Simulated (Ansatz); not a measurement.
CuI (F-43m): zone-centre phonons and dielectric response

From the experimental literature:
- Raman mode: 133.3 cm⁻¹ (TO at Gamma; 10 K; first-order Raman scattering; the paper's Table II gives 132.2 cm-1 for the same TO mode at 9 K; “Determination of acoustic phonon anharmonicities via second-order Raman scattering in CuI”, 2023, arxiv:2305.18931)
- Raman mode: 149.4 cm⁻¹ (LO at Gamma; 10 K; first-order Raman scattering; the paper's Table II gives 149.3 cm-1 for the same LO mode at 9 K; “Determination of acoustic phonon anharmonicities via second-order Raman scattering in CuI”, 2023, arxiv:2305.18931)

Perturbation theory with PBEsol in the plane-wave code Ansatz on the PBEsol cell, ground state and force constants on a 6×6×6 mesh. (Simulation; spin polarisation is off.)

It is cubic, F-43m (No. 216); conventional cell a = 5.939 Å, 26.19 Å³ an atom. Cu is surrounded by 4 I at 2.57 Å; I is surrounded by 4 Cu at 2.57 Å.

```
Cu I
1.0
     0.00000    2.96960    2.96960
     2.96960    0.00000    2.96960
     2.96960    2.96960    0.00000
Cu I
1 1
Direct
  0.25000 0.25000 0.25000
  0.00000 0.00000 0.00000
```

Optical modes without the longitudinal term:
```csv
ω (cm⁻¹),degeneracy,"IR intensity, summed over the level ((D/Å)²/amu)"
144,3,1.65
```

The optical mode at Γ lies at 144 cm⁻¹ without the longitudinal term. With the long-range field the highest mode reaches 156 cm⁻¹. The program warns that the force constants, and all that is formed from them, aren't settled on this k mesh.

The electronic dielectric tensor ε∞ is 6.70 in all directions. With the ions relaxed, ε⁰ is 7.8 in all directions. Born charges, averaged over directions: Cu +1.00, I -1.00 e.

With one polar mode in a cubic crystal the Lyddane-Sachs-Teller relation applies: (ω_LO/ω_TO)² = (155.6/144.4)² = 1.160, and ε⁰/ε∞ = 7.772/6.701 = 1.160. The refractive index √ε∞ is 2.59.

For comparison, on the r2SCAN cell the mean ε∞ is 5.70 with r2SCAN (ground state on 6×6×6; least gap 1.67 eV), 6.42 with PBE (ground state on 6×6×6; least gap 1.17 eV).

Calculation and measurement side by side:
- Raman mode at 133 cm⁻¹ (TO at Gamma): the nearest PBEsol mode at Γ lies at 144 cm⁻¹ (+8.4 %).
- Raman mode at 149 cm⁻¹ (LO at Gamma): the nearest PBEsol mode at Γ, with the long-range field, lies at 156 cm⁻¹ (+4.1 %).
Reports marked as nanostructured, strained, doped, implanted or mixed samples, and transport gaps, were set aside. Modes are paired by degeneracy and infrared activity, where the label gives them, and frequency; they are harmonic.

No spin-orbit coupling is included; it can move band edges with weight on the heavy atoms by tenths of an eV.
